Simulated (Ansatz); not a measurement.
I:

```
CELL_PARAMETERS angstrom
-2.08938 2.08938 2.08938
2.08938 -2.08938 2.08938
2.08938 2.08938 -2.08938
ATOMIC_POSITIONS crystal
I 0.00000 0.00000 0.00000
```

The real solid is made of molecules; this cell is a model form.

Base run:

| Item | Value |
| --- | --- |
| Program | Ansatz 0.2.0 |
| Functional | PBEsol |
| Potentials or basis | Ansatz PAW |
| Cutoff | 420 eV (not typed: the program's choice for these potentials) |
| k mesh | 9 × 9 × 9 |
| Occupations | fermi-dirac, width 0.05 eV |
| Spin | spin-orbit coupling, no magnetisation |

Its results: band gap on the k mesh none (metal or under the smearing width); pressure -1.8 GPa.

**Question.** The run is repeated on the same cell with these changes: spin from spin-orbit coupling, no magnetisation to no spin polarisation; potential files from those of the base run to others of the same set. What comes out?

**Answer.** Band gap on the k mesh none (metal or under the smearing width); pressure -2.5 GPa.

Caveats: the PAW data sets come from PBE, with cores solved anew for the run's functional, which leaves a small shift of forces and pressure; spin-orbit coupling is left out, which moves the levels of the heavy elements (some runs); an odd number of electrons without spin polarisation forces a metal (some runs); a magnetic or distorted state may lie lower (some runs).
